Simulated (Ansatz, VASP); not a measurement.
ZnO: VASP beside Ansatz

```
Zn O
1.0
     3.21386    0.00000    0.00000
    -1.60693    2.78328    0.00000
     0.00000    0.00000    5.24018
Zn O
2 2
Direct
  0.33333 0.66667 0.50132
  0.66667 0.33333 0.00132
  0.66667 0.33333 0.37769
  0.33333 0.66667 0.87769
```

Change from the starting cell: in-plane strain -0.005, out-of-plane length and atoms relaxed by PAW.

Alike in both runs: functional PBEsol; k mesh 8 × 8 × 4; no spin polarisation.

Ansatz relaxed the structure, and its values are those at the end. VASP's run is a single point on that final structure, the one shown.

```csv
,VASP,Ansatz
version,VASP 6.6.1,Ansatz 0.2.0
potentials or method,"VASP PAW PBE potentials, release 64 (Zn, O)","PAW with Ansatz's default frozen-core files, scalar-relativistic"
plane-wave cutoff (eV),520,420
occupations,"gaussian, width 0.01 eV",fixed
valence electrons in the cell,36,36
```

Ansatz gave:

- pressure (GPa): 0.7

Question: Which values does VASP return?

Answer: Pressure (GPa): 1.8.

Caveats: the PAW data sets were made with another functional, which shifts forces and pressure a little (VASP).
